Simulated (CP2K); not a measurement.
The system is Mo.

```
Mo
1.0
     2.74324    0.00000    0.00000
    -0.91441    2.58635    0.00000
    -0.91441   -1.29317    2.23984
Mo
1
Cartesian
  0.0000 0.0000 0.0000
```

Base run:

```yaml
Program: CP2K 2026.2
Functional: PBE
Potentials_or_basis: GTH_POTENTIALS Mo GTH-PBE-q14; DZVP-MOLOPT-SR-GTH basis
Density_cutoff: 6123 eV
k_mesh: 12 × 12 × 12
Occupations: fermi-dirac, width 0.05 eV
Spin: no spin polarisation
```

Its results: band gap on the k mesh none (metal or under the smearing width); pressure -2.3 GPa.

The run is repeated on the same cell with these changes: potentials or basis from GTH_POTENTIALS Mo GTH-PBE-q14; DZVP-MOLOPT-SR-GTH basis to GTH_POTENTIALS Mo GTH-PBE-q14; TZVP-MOLOPT-SR-GTH basis; basis sets from Mo DZVP-MOLOPT-SR-GTH-q14 to Mo TZVP-MOLOPT-SR-GTH-q14. What comes out?

Band gap on the k mesh none (metal or under the smearing width); pressure -1.1 GPa.

Caveats: the basis of atomic orbitals isn't converged, which shifts pressures, moduli and gaps.
